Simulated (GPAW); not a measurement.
Runs of GPAW 26.7.0 on W. It takes space group Im-3m (No. 229, cubic). The conventional cell has a = 3.165 Å, b = 3.165 Å, c = 3.165 Å, α = 90.00°, β = 90.00°, γ = 90.00°. Around W (site symmetry m-3m) lie 8 W at 2.74 Å. 

| task | level | cell | optimizer | fmax | max steps | convergence | gap on the mesh (eV) | pressure (GPa) | relaxed volume (Å³/atom) |
| --- | --- | --- | --- | --- | --- | --- | --- | --- | --- |
| single point | PBEsol | as given | - | - | - | - | none | -3.3 | - |
| single point | PBEsol | cell strained at random at fixed volume | - | - | - | - | none | -3.1 | - |
| relaxation of cell and atoms | PBEsol+D4 | relaxed | BFGS | 0.02 eV/Å | 60 | density=1e-05 forces=0.0001 | none | 0.0 | 15.49 |
| relaxation of cell and atoms | PBEsol+D3(BJ) | relaxed | BFGS | 0.02 eV/Å | 60 | density=1e-05 forces=0.0001 | none | -0.1 | (a) |

Alike in all rows: potentials or basis PAW data sets generated in the run's folder for this functional, pw; no spin polarisation; k mesh 12 × 12 × 12; cutoff (eV) 600; smearing fermi-dirac 0.05 eV.

Question: Fill in the values left out.

Answer: (a) 15.31.

Caveats: later steps reuse the first step's grids (some runs); pairwise dispersion overbinds metals, which lowers pressure and volume (some runs).

A k mesh can miss the band edges, and the runs leave out spin-orbit coupling on W.

A gap of «none» marks a metal or a gap under the smearing width.
